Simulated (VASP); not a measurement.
Output of a VASP run:

### OSZICAR
```
...
DAV:   4    -0.375391182091E+02   -0.60621E-01   -0.60607E-01  1380   0.676E+00
DAV:   5    -0.375394389618E+02   -0.32075E-03   -0.32075E-03  1364   0.501E-01    0.971E+00
DAV:   6    -0.350297852097E+02    0.25097E+01   -0.99042E+00  1372   0.246E+01    0.281E+00
DAV:   7    -0.349778632549E+02    0.51922E-01   -0.11020E-01  1304   0.238E+00    0.175E+00
DAV:   8    -0.349529800181E+02    0.24883E-01   -0.24633E-02  1416   0.206E+00    0.150E-01
DAV:   9    -0.349528483124E+02    0.13171E-03   -0.19892E-03  1412   0.351E-01    0.575E-02
DAV:  10    -0.349528785813E+02   -0.30269E-04   -0.89674E-05  1340   0.815E-02    0.369E-03
DAV:  11    -0.349528784331E+02    0.14823E-06   -0.19714E-06   912   0.119E-02
   1 F= -.27819276E+02 E0= -.27819276E+02  d E =-.278193E+02
       N       E                     dE             d eps       ncg     rms          rms(c)
DAV:   1    -0.368166761430E+02   -0.18638E+01   -0.43684E+01  1280   0.650E+01    0.125E+01
DAV:   2    -0.344791673834E+02    0.23375E+01   -0.98523E+00  1328   0.260E+01    0.189E+00
DAV:   3    -0.344400597426E+02    0.39108E-01   -0.11782E-01  1248   0.280E+00    0.839E-01
DAV:   4    -0.344228270049E+02    0.17233E-01   -0.12022E-02  1392   0.111E+00    0.114E-01
DAV:   5    -0.344228294293E+02   -0.24244E-05   -0.55867E-04  1316   0.182E-01    0.389E-02
DAV:   6    -0.344228334564E+02   -0.40271E-05   -0.79802E-06  1396   0.257E-02    0.342E-03
DAV:   7    -0.344228333014E+02    0.15507E-06   -0.12086E-06   812   0.925E-03
   2 F= -.27877201E+02 E0= -.27877201E+02  d E =-.579255E-01
       N       E                     dE             d eps       ncg     rms          rms(c)
DAV:   1    -0.350165282937E+02   -0.59369E+00   -0.61544E+00  1280   0.240E+01    0.469E+00
DAV:   2    -0.346861744585E+02    0.33035E+00   -0.13958E+00  1304   0.985E+00    0.651E-01
DAV:   3    -0.346805303256E+02    0.56441E-02   -0.13514E-02  1220   0.967E-01    0.282E-01
DAV:   4    -0.346780800241E+02    0.24503E-02   -0.18852E-03  1392   0.455E-01    0.419E-02
DAV:   5    -0.346780789251E+02    0.10990E-05   -0.13486E-04  1348   0.954E-02    0.160E-02
DAV:   6    -0.346780788983E+02    0.26803E-07   -0.68526E-06  1344   0.221E-02
   3 F= -.27914924E+02 E0= -.27914924E+02  d E =-.956486E-01
       N       E                     dE             d eps       ncg     rms          rms(c)
DAV:   1    -0.346711431144E+02    0.69358E-02   -0.66899E-03  1280   0.794E-01    0.156E-01
DAV:   2    -0.346707804234E+02    0.36269E-03   -0.15407E-03  1316   0.326E-01    0.218E-02
DAV:   3    -0.346707743689E+02    0.60545E-05   -0.14766E-05  1224   0.321E-02    0.970E-03
DAV:   4    -0.346707716945E+02    0.26744E-05   -0.19475E-06  1124   0.145E-02    0.130E-03
DAV:   5    -0.346707716970E+02   -0.25398E-08   -0.97148E-08   628   0.272E-03
   4 F= -.27914892E+02 E0= -.27914892E+02  d E =-.956165E-01
       N       E                     dE             d eps       ncg     rms          rms(c)
DAV:   1    -0.346686590588E+02    0.21126E-02   -0.34582E-01  1200   0.548E+00    0.192E-01
DAV:   2    -0.346688819415E+02   -0.22288E-03   -0.70722E-03  1364   0.736E-01    0.105E-01
DAV:   3    -0.346686690533E+02    0.21289E-03   -0.15174E-04  1348   0.152E-01    0.351E-02
DAV:   4    -0.346686441818E+02    0.24871E-04   -0.65444E-05  1364   0.854E-02    0.556E-03
DAV:   5    -0.346686442404E+02   -0.58591E-07   -0.52694E-06  1296   0.196E-02
   5 F= -.27915435E+02 E0= -.27915435E+02  d E =-.542799E-03
```

File OUTCAR:
```
------------------------ aborting loop because EDIFF is reached ----------------------------------------
  FORCE on cell =-STRESS in cart. coord.  units (eV):
  Direction    XX          YY          ZZ          XY          YZ          ZX
  --------------------------------------------------------------------------------------
  Total        6.8236517      6.8236517      6.8311127     -0.0000000      0.0000000      0.0000000
  in kB      202.0861942    202.0861942    202.3071567     -0.0000000      0.0000000      0.0000000
  external PRESSURE =       2.1598484 kB  Pullay stress =     200.0000000 kB
  volume of cell :       54.10
      direct lattice vectors                 reciprocal lattice vectors
     4.327950215 -0.000000000  0.000000000     0.231056262  0.000000000  0.000000000
    -0.000000000  4.327950215  0.000000000     0.000000000  0.231056262  0.000000000
     0.000000000  0.000000000  2.888193432     0.000000000  0.000000000  0.346237198
 POSITION                                       TOTAL-FORCE (eV/Angst)
 -----------------------------------------------------------------------------------
      0.00000      0.00000      0.00000         0.000000      0.000000      0.000000
      2.16398      2.16398      1.44410         0.000000      0.000000      0.000000
      1.30401      1.30401      2.88819         0.012475      0.012475     -0.000000
      3.46798      0.85997      1.44410         0.012475     -0.012475      0.000000
      0.85997      3.46798      1.44410        -0.012475      0.012475     -0.000000
      3.02394      3.02394      0.00000        -0.012475     -0.012475      0.000000
 -----------------------------------------------------------------------------------
    total drift:                                0.000000      0.000000     -0.000000
  FREE ENERGIE OF THE ION-ELECTRON SYSTEM (eV)
  ---------------------------------------------------
  free  energy   TOTEN  =       -34.6686442404 eV

  energy  without entropy=      -34.6686442404  energy(sigma->0) =      -34.66864424
  enthalpy is  TOTEN    =       -27.9154350615 eV   P V=        6.7532091789

 reached required accuracy - stopping structural energy minimisation
```
(Selected blocks of OUTCAR.)

### POSCAR
```
MgF2
1
    4.4114338841     0.0000000000     0.0000000000
    0.0000000000     4.4114338841     0.0000000000
    0.0000000000     0.0000000000     2.9364996422
Mg F
2 4
Direct
  0.0000000000   0.0000000000   0.0000000000
  0.5000000000   0.5000000000   0.5000000000
  0.3017964926   0.3017964926   0.0000000000
  0.8017964926   0.1982035074   0.5000000000
  0.1982035074   0.8017964926   0.5000000000
  0.6982035074   0.6982035074   0.0000000000
```

### Question
Reconstruct the remaining input files.

### Answer
Several could match; the one computed here: the input of the run itself, LDA (Ceperley-Alder, Perdew-Zunger), plane waves, VASP's LDA PAW potentials (set 64).

### KPOINTS
```
K-points
0
gamma
  5 5 8
```

INCAR:
```
SYSTEM = MgF2
PREC = Accurate
ENCUT = 620
EDIFF = 1E-6
NELM = 100
ALGO = Normal
LREAL = .FALSE.
LASPH = .TRUE.
ISMEAR = 0
SIGMA = 0.05
LWAVE = .FALSE.
LCHARG = .FALSE.
IBRION = 2
ISIF = 3
NSW = 40
EDIFFG = -0.02
PSTRESS = 200
```

POTCAR, in this order: Mg F (LDA.64 set). Program: vasp_std.

Energy and stress use the plane-wave basis of the starting cell.

The compound is MgF2 in the rutile structure. This run relaxes it under an external pressure of 20 GPa. Symmetry was kept, so distortions that lower it aren't found.
